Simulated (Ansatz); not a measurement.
**ZnS: equation of state**

Aim: scale the cell of ZnS up and down at fixed shape and fractional positions, and get the equilibrium volume and bulk modulus with LAPW, PAW and all-electron datasets made for the crystal.

Method: DFT PBE, scalar-relativistic, in Ansatz 0.2.0.

1 further run of the same task is left out (set aside as unsound or not needed).

### 1 The system as given

The structure is cubic, space group Fm-3m (No. 225). Conventional cell: a = 5.103 Å, b = 5.103 Å, c = 5.103 Å, α = 90.00°, β = 90.00°, γ = 90.00°. Around Zn (site symmetry m-3m) lie 6 S at 2.55 Å. Around S (site symmetry m-3m) lie 6 Zn at 2.55 Å.

As a file:

```cif
data_structure
_symmetry_space_group_name_H-M 'P 1'
_symmetry_Int_Tables_number 1
_cell_length_a 3.6087
_cell_length_b 3.6087
_cell_length_c 3.6087
_cell_angle_alpha 60.000
_cell_angle_beta 60.000
_cell_angle_gamma 60.000
_cell_volume 33.23
loop_
_atom_site_label
_atom_site_type_symbol
_atom_site_fract_x
_atom_site_fract_y
_atom_site_fract_z
_atom_site_occupancy
Zn1 Zn 0.00000 0.00000 0.00000 1
S1 S 0.50000 0.50000 0.50000 1
```

The cell was relaxed by PAW from a hypothetical start (rocksalt type); it needn't be the stable phase of this composition.

Atoms are numbered in the order of the input: Zn1, S2.

### 2 Volume × 0.95, LAPW

input.yaml

```yaml
crystal:
  lattice:
    - [0.0, 2.5084705592, 2.5084705592]
    - [2.5084705592, 0.0, 2.5084705592]
    - [2.5084705592, 2.5084705592, 0.0]
  atoms:
    - { symbol: Zn, position: [0.0, 0.0, 0.0] }
    - { symbol: S, position: [0.5, 0.5, 0.5] }
kpoints:
  mp_grid: { grid: [15, 15, 15] }
scf:
  occupations: { method: fermi_dirac, width: 0.05 }
hamiltonian:
  xc: pbe
  pseudopotentials: { kind: all_electron, lapw: { basis_error: 0.001 } }
output:
  forces: true
  stress: true
  eigenvalues: true
```

### 3 Volume × 0.95, PAW

Edit input.yaml of step 2 so:

```diff
@@ -14,3 +14,3 @@
   xc: pbe
-  pseudopotentials: { kind: all_electron, lapw: { basis_error: 0.001 } }
+  pseudopotentials: { kind: paw }
 output:
@@ -19 +19,2 @@
   eigenvalues: true
+  efg: { contact_densities: true }
```

### 4 Volume × 0.95, crystal datasets

Edit input.yaml of step 3 so:

```diff
@@ -14,3 +14,3 @@
   xc: pbe
-  pseudopotentials: { kind: paw }
+  pseudopotentials: { kind: all_electron, datasets: crystal }
 output:
```

### 5 Volume × 0.975, LAPW

input.yaml

```yaml
crystal:
  lattice:
    - [0.0, 2.5302844416, 2.5302844416]
    - [2.5302844416, 0.0, 2.5302844416]
    - [2.5302844416, 2.5302844416, 0.0]
  atoms:
    - { symbol: Zn, position: [0.0, 0.0, 0.0] }
    - { symbol: S, position: [0.5, 0.5, 0.5] }
kpoints:
  mp_grid: { grid: [15, 15, 15] }
scf:
  occupations: { method: fermi_dirac, width: 0.05 }
hamiltonian:
  xc: pbe
  pseudopotentials: { kind: all_electron, lapw: { basis_error: 0.001 } }
output:
  forces: true
  stress: true
  eigenvalues: true
```

### 6 Volume × 0.975, PAW

Edit input.yaml of step 5 so:

```diff
@@ -14,3 +14,3 @@
   xc: pbe
-  pseudopotentials: { kind: all_electron, lapw: { basis_error: 0.001 } }
+  pseudopotentials: { kind: paw }
 output:
@@ -19 +19,2 @@
   eigenvalues: true
+  efg: { contact_densities: true }
```

### 7 Volume × 1.025, LAPW

input.yaml

```yaml
crystal:
  lattice:
    - [0.0, 2.5728181746, 2.5728181746]
    - [2.5728181746, 0.0, 2.5728181746]
    - [2.5728181746, 2.5728181746, 0.0]
  atoms:
    - { symbol: Zn, position: [0.0, 0.0, 0.0] }
    - { symbol: S, position: [0.5, 0.5, 0.5] }
kpoints:
  mp_grid: { grid: [15, 15, 15] }
scf:
  occupations: { method: fermi_dirac, width: 0.05 }
hamiltonian:
  xc: pbe
  pseudopotentials: { kind: all_electron, lapw: { basis_error: 0.001 } }
output:
  forces: true
  stress: true
  eigenvalues: true
```

### 8 Volume × 1.025, PAW

Edit input.yaml of step 7 so:

```diff
@@ -14,3 +14,3 @@
   xc: pbe
-  pseudopotentials: { kind: all_electron, lapw: { basis_error: 0.001 } }
+  pseudopotentials: { kind: paw }
 output:
@@ -19 +19,2 @@
   eigenvalues: true
+  efg: { contact_densities: true }
```

### 9 Volume × 1.05, LAPW

input.yaml

```yaml
crystal:
  lattice:
    - [0.0, 2.5935676044, 2.5935676044]
    - [2.5935676044, 0.0, 2.5935676044]
    - [2.5935676044, 2.5935676044, 0.0]
  atoms:
    - { symbol: Zn, position: [0.0, 0.0, 0.0] }
    - { symbol: S, position: [0.5, 0.5, 0.5] }
kpoints:
  mp_grid: { grid: [15, 15, 15] }
scf:
  occupations: { method: fermi_dirac, width: 0.05 }
hamiltonian:
  xc: pbe
  pseudopotentials: { kind: all_electron, lapw: { basis_error: 0.001 } }
output:
  forces: true
  stress: true
  eigenvalues: true
```

### 10 Volume × 1.05, PAW

Edit input.yaml of step 9 so:

```diff
@@ -14,3 +14,3 @@
   xc: pbe
-  pseudopotentials: { kind: all_electron, lapw: { basis_error: 0.001 } }
+  pseudopotentials: { kind: paw }
 output:
@@ -19 +19,2 @@
   eigenvalues: true
+  efg: { contact_densities: true }
```

### 11 Volume × 1.05, crystal datasets

Edit input.yaml of step 10 so:

```diff
@@ -14,3 +14,3 @@
   xc: pbe
-  pseudopotentials: { kind: paw }
+  pseudopotentials: { kind: all_electron, datasets: crystal }
 output:
```

(Steps that only read results are left out.)

Q: Predict the outcome of this session. Wanted: equilibrium volume; bulk modulus (for each run or level that gives them).

The runs gave:

| quantity | value |
| --- | --- |
| equilibrium volume (LAPW) | 16.623 Å³/atom |
| bulk modulus (LAPW) | 86 GPa |
| its pressure derivative (LAPW) | 4.5 |
| equilibrium volume (PAW) | 16.619 Å³/atom |
| bulk modulus (PAW) | 86 GPa |
| its pressure derivative (PAW) | 4.5 |

What this shows: A third-order Birch-Murnaghan fit to the LAPW pressures puts zero pressure at 16.62 Å³/atom, less than 0.1 % from the given cell, with a bulk modulus of 86 GPa. PAW's volume lies -0.03 % and its modulus less than 0.1 % from LAPW's. No thermal or zero-point expansion is included.
